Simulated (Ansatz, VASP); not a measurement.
# MgI2 in VASP and in Ansatz

```
I Mg
1.0
     4.19448    0.00000    0.00000
    -2.09724    3.63253    0.00000
     0.00000    0.00000    6.97054
I Mg
2 1
Direct
  0.66667 0.33333 0.75000
  0.33333 0.66667 0.25000
  0.00000 0.00000 0.00000
```

Change from the starting cell: volume scaled by 1.04.

Alike in both runs: task single point; functional PBEsol; k mesh 8 × 8 × 4; occupations fermi-dirac, width 0.05 eV; no spin polarisation.

|  | VASP | Ansatz |
| --- | --- | --- |
| version | VASP 6.6.1 | Ansatz 0.2.0 |
| potentials or method | VASP PAW PBE potentials, release 64 (I, Mg) | Ansatz PAW |
| plane-wave cutoff (eV) | 520 | 420 |
| valence electrons in the cell | 16 | 44 |

|  | VASP | Ansatz | Ansatz less VASP |
| --- | --- | --- | --- |
| gap on the k mesh at the Fermi level (eV) | 3.36 | 3.37 | +0.009 |
| least direct gap on the mesh (eV) | 3.36 | 3.37 | +0.009 |
| pressure (GPa) | -1.8 | -1.8 | +0.03 |
| largest component of the traceless stress (GPa) | 0.27 | 0.27 | +0.003 |
| rms of the force components (eV/Å) | 0.215 | 0.212 | -0.0027 |

Atom by atom the forces differ by 0.003 eV/Å (rms over components). The functional is the same, so the differences come from potentials, cutoffs and numerics. The two sets of potentials don't hold the same shells in valence.

Caveats: spin-orbit coupling is left out, which moves the levels of the heavy elements; the cell's inner coordinates are idealised or old, which leaves forces on the atoms; this functional lacks dispersion, which binds the layers, so the pressure and a relaxed spacing across them are unreliable; the PAW data sets were made with another functional, which shifts forces and pressure a little (VASP); the PAW data sets come from PBE, with cores solved anew for the run's functional, which leaves a small shift of forces and pressure (Ansatz). A k mesh can miss the band edges.
